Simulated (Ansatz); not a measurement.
# 3-layer 2H-MoTe2 (2H stacking) in a perpendicular field, part 3 of 3

Wanted: the out-of-plane response of the 3-layer 2H-MoTe2 (2H stacking). A positive field points along +c.

Ansatz 0.2.0; plane-wave DFT, PBE-D3(BJ), Ansatz PAW.

So far. Step 9 (Atoms held, field -0.2 V/Å): The dipole is -0.222 e·Å, and the gap 0.676 eV. Step 10 (Single point, field 0.3 V/Å): The dipole is 0.334 e·Å, and the gap 0.627 eV.

## Step 11: Atoms held, field -0.3 V/Å

File input.yaml:

```yaml
crystal:
  lattice:
    - [3.4990520848, 0.0, 0.0]
    - [-1.7495260424, 3.0302679946, 0.0]
    - [0.0, 0.0, 35.3346914655]
  atoms:
    - { symbol: Te, position: [0.3333333333, 0.6666666667, 0.2547071908] }
    - { symbol: Mo, position: [0.0, 0.0, 0.3061222011] }
    - { symbol: Te, position: [0.3333333333, 0.6666666667, 0.3575947312] }
    - { symbol: Te, position: [0.0, 0.0, 0.4485938391] }
    - { symbol: Mo, position: [0.3333333333, 0.6666666667, 0.5] }
    - { symbol: Te, position: [0.0, 0.0, 0.5514061609] }
    - { symbol: Te, position: [0.3333333333, 0.6666666667, 0.6424052688] }
    - { symbol: Mo, position: [0.0, 0.0, 0.6938777989] }
    - { symbol: Te, position: [0.3333333333, 0.6666666667, 0.7452928092] }
kpoints:
  mp_grid: { grid: [18, 18, 1] }
  band_path:
    path: [[0, 0, 0], [0.5, 0, 0], [0.33333333, 0.33333333, 0], [0, 0, 0]]
    npoints: 16
hamiltonian:
  xc: pbe
  dispersion: d3bj
scf:
  occupations: { method: fermi_dirac, width: 0.02585 }
  convergence: { dr2_threshold: 1.0e-10 }
efield:
  axis: 3
  dipole_correction: true
  ramp_position: 0.97
  ramp_width: 0.06
  amplitude: -0.3
output:
  write_potential: true
  write_density: true
  volumetric_format: npy
```

The run is started by

```sh
$ ansatz run input.yaml --threads 4 --pin off --max-ram 16384MiB --backend cpu --events-out ev --progress --plain --runs-dir out
```

Numbers of over 12 decimals in the logs are rounded to 6 here.

Output:

```text
[...]
Crystal: 9 atoms, lattice volume = 374.656 Å³
Basis set: ecut = 420 eV, 7325 PW (Γ)
Bands: 83, of which v1, the nominal top of the filled ones, is band 69 counted from 1 (68 counted from 0)
Symmetry: 6 space group operations
k-points: 37 of 324 (time reversal used)
[...]
k-point 0: bands = [... 65 lower, 4.8058, 4.8058, 5.5237, 5.7045, 8.4527, 8.4527, 8.5913, 8.5913, ... 10 higher]
  k-point 1: bands = [... 65 lower, 4.7459, 4.9028, 5.5257, 5.6912, 8.2523, 8.3851, 8.4600, 8.4651, ... 10 higher]
  k-point 2: bands = [... 65 lower, 4.6460, 4.9644, 5.4302, 5.6119, 7.8395, 7.9324, 8.0466, 8.1208, ... 10 higher]
  k-point 36: bands = [... 65 lower, 3.8422, 5.2391, 5.4146, 5.6292, 6.5014, 6.6545, 6.7746, 6.8241, ... 10 higher]
[key lines of the parts left out:]
SCF converged after 18 iterations
Free energy (F): -56754.590839 eV
Fermi energy:    6.012524 eV
Dipole field:    D = -0.161084 V/Å  (p = -0.333521 e·Å, saw-weighted, corrected)
```

Wall time 76 s (4 threads of Arm Neoverse V2, shared host); peak memory 1.6 GiB; 5 min of CPU time.

The dipole is -0.334 e·Å, and the gap 0.627 eV.

## Step 12: Atoms held, field 0.4 V/Å

input.yaml, as its differences from that of step 11:

```diff
@@ -29,5 +29,5 @@
   dipole_correction: true
-  ramp_position: 0.97
-  ramp_width: 0.06
-  amplitude: -0.3
+  ramp_position: 0.9457
+  ramp_width: 0.1087
+  amplitude: 0.4
 output:
```

Output:

```text
[...]
Crystal: 9 atoms, lattice volume = 374.656 Å³
Basis set: ecut = 420 eV, 7325 PW (Γ)
Bands: 83, of which v1, the nominal top of the filled ones, is band 69 counted from 1 (68 counted from 0)
Symmetry: 6 space group operations
k-points: 37 of 324 (time reversal used)
[...]
k-point 0: bands = [... 65 lower, 4.8561, 4.8561, 5.4979, 5.7300, 8.4028, 8.4028, 8.4414, 8.5753, ... 10 higher]
  k-point 1: bands = [... 65 lower, 4.7962, 4.9573, 5.4982, 5.7180, 8.1981, 8.3398, 8.4161, 8.4323, ... 10 higher]
  k-point 2: bands = [... 65 lower, 4.6693, 5.0227, 5.4049, 5.6360, 7.7718, 7.8834, 8.0425, 8.1201, ... 10 higher]
  k-point 36: bands = [... 65 lower, 3.8895, 5.1914, 5.4094, 5.6724, 6.4451, 6.6515, 6.7504, 6.8744, ... 10 higher]
[key lines of the parts left out:]
SCF converged after 20 iterations
Free energy (F): -56754.629756 eV
Fermi energy:    6.010139 eV
Dipole field:    D = 0.214841 V/Å  (p = 0.444823 e·Å, saw-weighted, corrected)
```

The job ended after 81 s (4 threads; peak memory 1.6 GiB; 5.3 min of CPU time).

The dipole is 0.445 e·Å, and the gap 0.570 eV.

## Step 13: Atoms held, field -0.4 V/Å

input.yaml, as its differences from that of step 12:

```diff
@@ -31,3 +31,3 @@
   ramp_width: 0.1087
-  amplitude: 0.4
+  amplitude: -0.4
 output:
```

Output:

```text
[...]
Crystal: 9 atoms, lattice volume = 374.656 Å³
Basis set: ecut = 420 eV, 7325 PW (Γ)
Bands: 83, of which v1, the nominal top of the filled ones, is band 69 counted from 1 (68 counted from 0)
Symmetry: 6 space group operations
k-points: 37 of 324 (time reversal used)
[...]
k-point 0: bands = [... 65 lower, 4.8568, 4.8568, 5.4986, 5.7307, 8.4034, 8.4034, 8.4414, 8.5760, ... 10 higher]
  k-point 1: bands = [... 65 lower, 4.7968, 4.9579, 5.4989, 5.7186, 8.1988, 8.3404, 8.4168, 8.4329, ... 10 higher]
  k-point 2: bands = [... 65 lower, 4.6699, 5.0233, 5.4055, 5.6367, 7.7724, 7.8840, 8.0431, 8.1208, ... 10 higher]
  k-point 36: bands = [... 65 lower, 3.8901, 5.1921, 5.4100, 5.6731, 6.4457, 6.6521, 6.7511, 6.8750, ... 10 higher]
[key lines of the parts left out:]
SCF converged after 21 iterations
Free energy (F): -56754.629755 eV
Fermi energy:    6.010794 eV
Dipole field:    D = -0.214844 V/Å  (p = -0.444831 e·Å, saw-weighted, corrected)
```

The job ended after 85 s (4 threads; peak memory 1.6 GiB; 5.6 min of CPU time).

The dipole is -0.445 e·Å, and the gap 0.570 eV.

## Step 14: Response, atoms held

This step: plane-wave DFT, PBE-D3(BJ), Ansatz PAW; response to a field along the normal, atoms held (Ansatz 0.2.0).

The dipoles give the slope, and the difference of two potentials shows where the field is screened.

Numbers from this step:

```yaml
equivalent_conductor_thickness_p_eps_0ae: 18.97 Å
distance_between_the_outer_atoms: 17.33 Å
```

Table of dipole of the cell by applied field:

| applied field (V/Å) | dipole of the cell (e·Å) |
| --- | --- |
| -0.400 | -0.445 |
| -0.300 | -0.334 |
| -0.200 | -0.222 |
| -0.100 | -0.111 |
| -0.050 | -0.0556 |
| 0.000 | -1.6e-6 |
| 0.050 | 0.0556 |
| 0.100 | 0.111 |
| 0.200 | 0.222 |
| 0.300 | 0.334 |
| 0.400 | 0.445 |

Local field over the applied field, running mean. From the potentials at -0.05 and 0.05 V/Å; running mean over 2.8 Å. Table of local field over applied field by z:

z (Å), local field over applied field and a bar:
```
        5      0.988 ##############################
        6      0.922 ############################
        7      0.694 #####################
        8      0.378 ###########
        9      0.117 ###
       10      0.037 
       11      0.025 
       12      0.041 #
       13      0.101 ##
       14      0.154 ####
       15      0.135 ###
       16      0.063 #
       17      0.027 
       18      0.024 
       19      0.045 #
       20      0.113 ###
       21      0.156 ####
       22      0.126 ###
       23      0.054 #
       24      0.029 
       25      0.029 
       26      0.073 ##
       27      0.276 ########
       28      0.591 #################
       29      0.868 ##########################
       30      0.976 #############################
       31      0.997 ##############################
```

Electrons, planar mean, per unit field. Induced electron density against z:

| z (Å) | induced electron density (e/Å³ per V/Å) |
| --- | --- |
| 5 | 4.7e-5 |
| 6 | 3.4e-4 |
| 7 | 0.00182 |
| 8 | 0.00289 |
| 9 | 6.8e-4 |
| 10 | -4.4e-4 |
| 11 | 2.4e-4 |
| 12 | -7.7e-5 |
| 13 | -6.4e-4 |
| 14 | -6.7e-4 |
| 15 | 9.8e-4 |
| 16 | 3.3e-4 |
| 17 | -2.5e-4 |
| 18 | 1.2e-4 |
| 19 | -1.3e-4 |
| 20 | -6.2e-4 |
| 21 | -2.6e-4 |
| 22 | 7.7e-4 |
| 23 | 1.8e-4 |
| 24 | -1.6e-4 |
| 25 | 3.8e-4 |
| 26 | -3.4e-4 |
| 27 | -0.00134 |
| 28 | -0.00274 |
| 29 | -6.1e-4 |
| 30 | -9.4e-5 |
| 31 | -1.2e-5 |

The smaller of the gaps on the path and on the k-mesh, counted as 0 under 0.03 eV. Table of gap by applied field:

| applied field (V/Å) | gap (eV) |
| --- | --- |
| -0.400 | 0.570 |
| -0.300 | 0.627 |
| -0.200 | 0.676 |
| -0.100 | 0.713 |
| -0.050 | 0.724 |
| 0.000 | 0.728 |
| 0.050 | 0.724 |
| 0.100 | 0.713 |
| 0.200 | 0.676 |
| 0.300 | 0.627 |
| 0.400 | 0.570 |

By hand: between -0.05 and 0.05 V/Å the dipole changes by 0.1111 e·Å, a slope of 1.111 e·Å²/V. A perfect conductor of thickness t has p = ε₀AEt, so t = 180.95 × 1.111 / 10.603 = 18.97 Å (e/ε₀ = 180.95 V·Å, A in Å²).

The induced dipole is that of a conductor 18.97 Å thick.

## Step 15: Outcome

```
gap without field                          : 0.728 eV
ionisation energy, upper face              : 4.64 eV
electron affinity, upper face              : 3.92 eV
equivalent conductor thickness, atoms held : 19.0 Å
```

The induced dipole equals that of a perfect conductor 18.97 Å thick, while the outer atoms lie 17.33 Å apart; an out-of-plane ε follows only once a thickness t is chosen, by 1 − 1/ε = 18.97 Å / t. The gap goes from 0.73 eV to 0.57 eV at -0.4 V/Å. With the field reversed the gap is 0.57 eV at 0.4 V/Å. Semilocal functionals give gaps that are too small, and excitons are not included. Spin-orbit coupling is left out, which matters for the bands of elements this heavy.

[Logs are printed without paths, hosts, clocks, repeated set-up lines and the standing remarks that a program may print on its own settings, such as how far it seeks lower states.]

[Hosts, paths, dates, database ids (printed as entryN), source tags and the programs' standing remarks are cut or masked in the printed files.]

[Maps of the electrostatic potential energy from Ansatz leave out the sawtooth potential of an applied field or a dipole correction, so their vacuum need not be flat; planar profiles and work functions include it.]
